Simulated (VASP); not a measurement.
# Pt (Fm-3m) in VASP: notebook

One crystal, Pt, is run at these levels: PBE; tasks: single point.

All numbers are computed with VASP 6.6.1; they aren't measurements. Logs are shortened: lines on timing, memory, paths and dates and some standing lists are left out, and cuts for length are marked.

### 1 The crystal as given

The structure is cubic, space group Fm-3m (No. 225). Conventional cell: a = 3.924 Å, b = 3.924 Å, c = 3.924 Å, α = 90.00°, β = 90.00°, γ = 90.00°. Pt (site symmetry m-3m) has 12 Pt at 2.77 Å as nearest neighbours.

### 2 Single point, PBE, non-collinear spin, zero start, spin-orbit coupling

The input, INCAR:

```
SYSTEM = Pt
PREC = Accurate
ENCUT = 520
EDIFF = 1E-6
ISMEAR = -1
SIGMA = 0.1
LREAL = .FALSE.
LASPH = .TRUE.
NELM = 100
ALGO = Normal
ISIF = 2
LWAVE = .FALSE.
LCHARG = .TRUE.
MAGMOM = 0 0 0
LORBIT = 11
LSORBIT = .TRUE.
GGA_COMPAT = .FALSE.
LMAXMIX = 4
GGA = PE
LVHAR = .TRUE.
```

The input, KPOINTS:

```
Automatic mesh
0
G
  20 20 20
  0 0 0
```

The input, POSCAR:

```
Pt
1.0
    0.0000000000      1.9620000000      1.9620000000
    1.9620000000      0.0000000000      1.9620000000
    1.9620000000      1.9620000000      0.0000000000
Pt
1
Direct
    0.0000000000      0.0000000000      0.0000000000
```

Potentials or basis: VASP PAW PBE potentials, release 64 (Pt).

Run with:

```sh
> cat potpaw_PBE.64/Pt/POTCAR > POTCAR
> mpirun -np 1 vasp_ncl > vasp.out
```

OUTCAR:

```text
SYSTEM = Pt
   PREC = Accurate
   ENCUT = 520
   EDIFF = 1E-6
   ISMEAR = -1
   LREAL = .FALSE.
   LASPH = .TRUE.
   NELM = 100
   ISIF = 2
   LORBIT = 11
   LSORBIT = .TRUE.
   GGA = PE

 ion  position               nearest neighbor table
   1  0.000  0.000  0.000-

  LATTYP: Found a face centered cubic cell.
 ALAT       =     3.9240000000

  Lattice vectors:

 A1 = (   0.0000000000,   1.9620000000,   1.9620000000)
 A2 = (   1.9620000000,   0.0000000000,   1.9620000000)
 A3 = (   1.9620000000,   1.9620000000,   0.0000000000)

Analysis of symmetry for initial positions (statically):
=====================================================================
 Subroutine PRICEL returns:
 Original cell was already a primitive cell.

 Routine SETGRP: Setting up the symmetry group for a
 face centered cubic supercell.

 Subroutine GETGRP returns: Found 48 space group operations
 (whereof 48 operations were pure point group operations)
 out of a pool of 48 trial point group operations.

The static configuration has the point symmetry O_h .

Analysis of symmetry for dynamics (positions and initial velocities):
=====================================================================
 Subroutine PRICEL returns:
 Original cell was already a primitive cell.

 Routine SETGRP: Setting up the symmetry group for a
 face centered cubic supercell.

 Subroutine GETGRP returns: Found 48 space group operations
 (whereof 48 operations were pure point group operations)
 out of a pool of 48 trial point group operations.

The dynamic configuration has the point symmetry O_h .

Analysis of structural, dynamic, and magnetic symmetry:
=====================================================================
 Subroutine PRICEL returns:
 Original cell was already a primitive cell.

 Routine SETGRP: Setting up the symmetry group for a
 face centered cubic supercell.

 Subroutine GETGRP returns: Found 48 space group operations
 (whereof 48 operations were pure point group operations)
 out of a pool of 48 trial point group operations.

The overall configuration has the point symmetry O_h .

 Subroutine INISYM returns: Found 48 space group operations
 (whereof 48 operations are pure point group operations),
 and found     1 'primitive' translations

----------------------------------------------------------------------------------------

                                     Primitive cell

  volume of cell :      15.1052

  direct lattice vectors                    reciprocal lattice vectors
     0.000000000  1.962000000  1.962000000    -0.254841998  0.254841998  0.254841998
     1.962000000  0.000000000  1.962000000     0.254841998 -0.254841998  0.254841998
     1.962000000  1.962000000  0.000000000     0.254841998  0.254841998 -0.254841998

  length of vectors
     2.774687009  2.774687009  2.774687009     0.441399288  0.441399288  0.441399288

  position of ions in fractional coordinates (direct lattice)
     0.000000000  0.000000000  0.000000000

  ion indices of the primitive-cell ions
   primitive index   ion index
                 1           1

----------------------------------------------------------------------------------------

 KPOINTS: Automatic mesh

Automatic generation of k-mesh.
 Grid dimensions read from file:
 generate k-points for:   20   20   20

 Generating k-lattice:

  Cartesian coordinates                     Fractional coordinates (reciprocal lattice)
    -0.012742100  0.012742100  0.012742100     0.050000000  0.000000000  0.000000000
     0.012742100 -0.012742100  0.012742100     0.000000000  0.050000000  0.000000000
     0.012742100  0.012742100 -0.012742100     0.000000000  0.000000000  0.050000000

  Length of vectors
     0.022069964  0.022069964  0.022069964

  Shift w.r.t. Gamma in fractional coordinates (k-lattice)
     0.000000000  0.000000000  0.000000000

 Subroutine IBZKPT returns following result:
 ===========================================

 Found    256 irreducible k-points:

 Following reciprocal coordinates:
            Coordinates               Weight
  0.000000  0.000000  0.000000      1.000000
  0.050000  0.000000  0.000000      8.000000
  0.100000  0.000000  0.000000      8.000000
  0.150000  0.000000  0.000000      8.000000
  0.200000  0.000000  0.000000      8.000000
  0.250000  0.000000  0.000000      8.000000
[... 16 lines left out ...]
 -0.400000  0.050000  0.000000     24.000000
 -0.350000  0.050000  0.000000     24.000000
 [... further k-points ...]
   k-points           NKPTS =    256   k-points in BZ     NKDIM =    256   number of bands    NBANDS=     18
   number of dos      NEDOS =    301   number of ions     NIONS =      1
   total plane-waves  NPLWV =  13824
   dimension x,y,z NGX =    24 NGY =   24 NGZ =   24
   dimension x,y,z NGXF=    48 NGYF=   48 NGZF=   48
   ions per type =               1
   NGX,Y,Z   is equivalent  to a cutoff of  14.38, 14.38, 14.38 a.u.
   NGXF,Y,Z  is equivalent  to a cutoff of  28.76, 28.76, 28.76 a.u.
 SYSTEM =  Pt
   PREC   = accura    normal or accurate (medium, high low for compatibility)
   ISTART =      0    job   : 0-new  1-cont  2-samecut
   ICHARG =      2    charge: 1-file 2-atom 10-const
   ISPIN  =      1    spin polarized calculation?
   LNONCOLLINEAR =      T non collinear calculations
   LSORBIT =      T    spin-orbit coupling
   LASPH  =      T    aspherical Exc in radial PAW
   ENCUT  =  520.0 eV  38.22 Ry    6.18 a.u.   5.16  5.16  5.16*2*pi/ulx,y,z
   NELM   =    100;   NELMIN=  2; NELMDL= -5     # of ELM steps
   EDIFF  = 0.1E-05   stopping-criterion for ELM
   LREAL  =      F    real-space projection
   EDIFFG = 0.1E-04   stopping-criterion for IOM
   NSW    =      0    number of steps for IOM
   IBRION =     -1    ionic relax: 0-MD 1-quasi-New 2-CG
   NFREE  =      0    steps in history (QN), initial steepest desc. (CG)
   ISIF   =      2    stress and relaxation
   ISYM   =      2    0-nonsym 1-usesym 2-fastsym
   POTIM  = 0.5000    time-step for ionic-motion
   TEBEG  =    0.0;   TEEND  =   0.0 temperature during run
   PSTRESS=    0.0 pullay stress
   NELECT =      10.0000    total number of electrons
   NUPDOWN=      -1.0000    fix difference up-down
   EMIN   =  10.00;   EMAX   =-10.00  energy-range for DOS
   EFERMI =   0.00;   METHOD = LEGACY
   ISMEAR =    -1;   SIGMA  =   0.10  broadening in eV -4-tet -1-fermi 0-gaus
   EFERMI_NEDOS =   21; number of points for ismear=-14 and -15
   IALGO  =     38    algorithm
   IMIX   =      4    mixing-type and parameters
     AMIX     =   0.40;   BMIX     =  1.00
     AMIX_MAG =   1.60;   BMIX_MAG =  1.00
  volume/ion in A,a.u.               =      15.11       101.94
  Fermi-wavevector in a.u.,A,eV,Ry     =   1.426809  2.696278 27.698520  2.035784
  Thomas-Fermi vector in A             =   2.547046
   LORBIT       =     11    0 simple, 1 ext, 2 COOP (PROOUT), +10 PAW based schemes
   GGA     = PE    functional components
   LHFCALC =     F    Hartree Fock is set to
   AEXX    =    0.0000 exact exchange contribution
   IVDW    =     0    specifies the selected vdW correction
   LEPSILON=     F    determine dielectric tensor
   LRPA    =     F    only Hartree local field effects (RPA)
  energy-cutoff  :      520.00
  volume of cell :       15.11
 maximum number of plane-waves:       838
 NGX is ok and might be reduce to    24
   NGX = 11   NGY = 11   NGZ = 11

 number of electron      10.0000000 magnetization      -0.0000000      0.0000000     -0.0000000

 number of electron      10.0000000 magnetization       0.0000000      0.0000000      0.0000000

 number of electron      10.0000000 magnetization      -0.0000000     -0.0000000     -0.0000000

 Free energy of the ion-electron system (eV)
  ---------------------------------------------------
  ext. energy  EPLUGINS =         0.00000000
  ---------------------------------------------------
  free energy    TOTEN  =        -6.50380049 eV

  energy without entropy =       -6.45592564  energy(sigma->0) =       -6.47986307

 E-fermi :  11.3022     XC(G=0): -13.4844

 val. band max:       11.2991823346   @ k =   0.5000   0.1000   0.0000
 cond. band min:      11.3186714762   @ k =   0.4000   0.0500   0.0000
 fundamental gap:      0.0194891416
 Fermi energy:        11.3022228524

 k-point     1 :       0.0000    0.0000    0.0000
  band No.  band energies     occupation
      1       1.0380      1.00000
      2       1.0380      1.00000
      3       6.9984      1.00000
      4       6.9984      1.00000
      5       6.9984      1.00000
      6       6.9984      1.00000
[... 10 lines left out ...]
     17      31.0156      0.00000
     18      31.0156      0.00000
[... 463 lines left out ...]
 k-point    24 :      -0.3500    0.0500    0.0000
  band No.  band energies     occupation
      1       3.9143      1.00000
      2       3.9143      1.00000
      3       6.9765      1.00000
      4       6.9765      1.00000
      5       8.0108      1.00000
      6       8.0108      1.00000
[... 10 lines left out ...]
     17      30.5303      0.00000
     18      30.5303      0.00000

 [... further k-points ...]
[... 5 lines left out ...]
  --------------------------------------------------------------------------------------
  -------------------------------------------------------------------------------------
  Total        0.9421585      0.9421585      0.9421585      0.0000000      0.0000000      0.0000000
  in kB       99.9326818     99.9326818     99.9326818      0.0000000      0.0000000      0.0000000
  external PRESSURE =      99.9326818 kB  Pullay stress =       0.0000000 kB

 VOLUME and BASIS-vectors are now :
 -----------------------------------------------------------------------------
  energy-cutoff  :      520.00
  volume of cell :       15.11
      direct lattice vectors                 reciprocal lattice vectors
     0.000000000  1.962000000  1.962000000    -0.254841998  0.254841998  0.254841998
     1.962000000  0.000000000  1.962000000     0.254841998 -0.254841998  0.254841998
     1.962000000  1.962000000  0.000000000     0.254841998  0.254841998 -0.254841998

 POSITION                                       TOTAL-FORCE (eV/Angst)
 -----------------------------------------------------------------------------------
      0.00000      0.00000      0.00000         0.000000      0.000000      0.000000
 -----------------------------------------------------------------------------------
    total drift:                               -0.000000      0.000000     -0.000000

  FREE ENERGIE OF THE ION-ELECTRON SYSTEM (eV)
  ---------------------------------------------------
  free  energy   TOTEN  =        -6.5038004948 eV

  energy  without entropy=       -6.4559256380  energy(sigma->0) =       -6.47986307

 Spin-Orbit-Coupling matrix elements

 Ion:    1  E_soc:     -0.7764554
 l=   1
     0.0000000    -0.0333058    -0.0333058
    -0.0333058     0.0000000    -0.0333058
    -0.0333058    -0.0333058     0.0000000
 l=   2
     0.0000000    -0.0170148     0.0000000    -0.0170148    -0.0790886
    -0.0170148     0.0000000    -0.0593165    -0.0170148    -0.0197722
     0.0000000    -0.0593165     0.0000000    -0.0593165     0.0000000
    -0.0170148    -0.0170148    -0.0593165     0.0000000    -0.0197722
    -0.0790886    -0.0197722     0.0000000    -0.0197722     0.0000000
 l=   3
     0.0000000     0.0000000     0.0000000     0.0000000     0.0000000     0.0000000     0.0000000
     0.0000000     0.0000000     0.0000000     0.0000000     0.0000000     0.0000000     0.0000000
     0.0000000     0.0000000     0.0000000     0.0000000     0.0000000     0.0000000     0.0000000
     0.0000000     0.0000000     0.0000000     0.0000000     0.0000000     0.0000000     0.0000000
     0.0000000     0.0000000     0.0000000     0.0000000     0.0000000     0.0000000     0.0000000
     0.0000000     0.0000000     0.0000000     0.0000000     0.0000000     0.0000000     0.0000000
     0.0000000     0.0000000     0.0000000     0.0000000     0.0000000     0.0000000     0.0000000

 total charge

# of ion       s       p       d       tot
------------------------------------------
    1        0.641   0.630   8.026   9.297

 magnetization (x)

# of ion       s       p       d       tot
------------------------------------------
    1       -0.000   0.000   0.000  -0.000

 magnetization (y)

# of ion       s       p       d       tot
------------------------------------------
    1        0.000   0.000   0.000   0.000

 magnetization (z)

# of ion       s       p       d       tot
------------------------------------------
    1        0.000  -0.000   0.000  -0.000
```

Wall time 2.9 min (1 thread of AMD EPYC 7R13 (Zen 3), shared host); peak memory 0.23 GiB.

What came out:

| Property | Result |
| --- | --- |
| Free energy | -6.5038 eV |
| Pressure | 10.0 GPa |
| Net moment | 0.00 μB per cell |
| Valence electrons inside the program's atomic spheres | Pt 9.30 |

Moments on the atoms (μB; x, y, z):
```
Pt  0.00 0.00 0.00
```

### 3 Single point, PBE

INCAR, as its differences from that of step 2:

```diff
@@ -13,8 +13,4 @@
 LCHARG = .TRUE.
-MAGMOM = 0 0 0
-LORBIT = 11
-LSORBIT = .TRUE.
-GGA_COMPAT = .FALSE.
-LMAXMIX = 4
 GGA = PE
+LELF = .TRUE.
 LVHAR = .TRUE.
```

KPOINTS is that of step 2.

POSCAR is that of step 2.

Potentials or basis: VASP PAW PBE potentials, release 64 (Pt).

Run with:

```sh
> cat potpaw_PBE.64/Pt/POTCAR > POTCAR
> mpirun -np 1 vasp_std > vasp.out
```

Wall time 28 s (1 thread of AMD EPYC 7R13 (Zen 3), shared host); peak memory 0.14 GiB.

Results (log left out):

```yaml
Free_energy: -6.1134 eV
Pressure: 9.4 GPa
Band_gap_on_the_k_mesh: none (metal or under the smearing width)
```

Levels at points of the mesh, in eV from the Fermi level:
```tsv
k point	band 1	band 2	band 3	band 4	band 5	band 6	band 7	band 8	band 9
(0.00, 0.00, 0.00)	-10.21	-3.79	-3.79	-3.79	-1.64	-1.64	14.63	19.59	19.59
(0.50, 0.00, 0.00)	-7.32	-3.86	-3.86	-0.48	0.03	0.03	5.82	14.20	18.96
(0.50, 0.50, 0.00)	-7.07	-6.62	-0.01	0.48	0.48	1.77	8.85	11.38	11.38
```
